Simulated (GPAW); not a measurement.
Set up this calculation in GPAW 26.7.0, as an ASE script.

```
Task                      : one-shot levels of the hybrid HSE06
Functional                : PBE
Potentials or basis       : GPAW PAW data sets (gpaw-data 1.2.1)
Cutoff                    : 500 eV
Basis                     : pw
k mesh                    : 5 × 5 × 3
Occupations               : fermi-dirac, width 0.05 eV
Spin                      : no spin polarisation
Maxiter                   : 150
hybrids on these orbitals : ["HSE06", "HSE03", "YS-PBE0"]
Oneshot functional        : HSE06
```

The system is ZnS (Wurtzite-2H).

```
Zn S
1.0
     3.81100    0.00000    0.00000
    -1.90550    3.30042    0.00000
     0.00000    0.00000    6.23400
Zn S
2 2
Direct
  0.66667 0.33333 0.50000
  0.33333 0.66667 0.00000
  0.66667 0.33333 0.88500
  0.33333 0.66667 0.38500
```

The input as run:

run.py

```python
import numpy as np
from ase import Atoms
from ase.dft.bandgap import bandgap
from ase.io import write
from ase.units import GPa
from gpaw import GPAW, PW
from gpaw.hybrids import NonSelfConsistentHybridXCCalculator
from gpaw.hybrids.energy import non_self_consistent_energy

atoms = Atoms(['Zn', 'Zn', 'S', 'S'],
              cell=[[3.811, 0.0, 0.0],
                    [-1.9055, 3.3004228138, 0.0],
                    [0.0, 0.0, 6.234]],
              scaled_positions=[[0.6666666667, 0.3333333333, 0.5],
                                [0.3333333333, 0.6666666667, 0.0],
                                [0.6666666667, 0.3333333333, 0.885],
                                [0.3333333333, 0.6666666667, 0.385]],
              pbc=True)

calc = GPAW(mode=PW(500),
            xc='PBE',
            kpts={'size': (5, 5, 3), 'gamma': True},
            occupations={'name': 'fermi-dirac', 'width': 0.05},
            nbands=33,
            convergence={'density': 1e-05, 'energy': 1e-05, 'bands': 29, 'eigenstates': 1e-07},
            maxiter=150,
            txt='gpaw.txt')
atoms.calc = calc
energy = atoms.get_potential_energy()
forces = atoms.get_forces()
stress = atoms.get_stress()
calc.write('gs.gpw')
write('result.traj', atoms)
print(f'Energy: {energy:.6f} eV')
print('Forces (eV/A):')
print(forces.round(4))
print('Stress (GPa):', (stress / GPa).round(3))
print('Fermi level:', round(calc.get_fermi_level(), 4), 'eV')
print(f'Gap: {bandgap(calc)[0]:.4f} eV, direct: {bandgap(calc, direct=True)[0]:.4f} eV')

for xc in ['HSE06', 'HSE03', 'YS-PBE0']:
    e = non_self_consistent_energy(calc, xc).sum()
    print(f'{xc} energy on these orbitals: {e:.6f} eV')
    nsc = NonSelfConsistentHybridXCCalculator.from_dft_calculation(
        calc.dft, xc, log=f'levels-{xc}.txt')
    dft_skn, hyb_skn = nsc.calculate(calc.dft.ibzwfs, 0, 29)
    np.savetxt(f'levels-{xc}.dat', hyb_skn.reshape((-1, hyb_skn.shape[-1])), fmt='%.4f')
```

Potentials or basis: GPAW PAW data sets (gpaw-data 1.2.1), pw.

Run with:

```console
$ OMP_NUM_THREADS=1 python run.py
```

Results of the run:

- Pressure: 2.3 GPa
- Largest force: 0.332 eV/Å
- Band gap on the k mesh: 2.24 eV, direct
- Band gap of the one-shot hybrid: 3.38 eV
- Direct band gap of the one-shot hybrid: 3.38 eV

Caveat: the k mesh is coarse; the cutoff is short for stress and forces, so pressures can be off by a GPa or more; energy and the plain gap are those of the semilocal run; the hybrids' values are one shot on its orbitals and mesh.

Wall time 7.5 min on 1 thread of AMD EPYC 9R45 96-Core Processor (Zen 5), with other jobs on the host, peak memory 0.8 GiB.
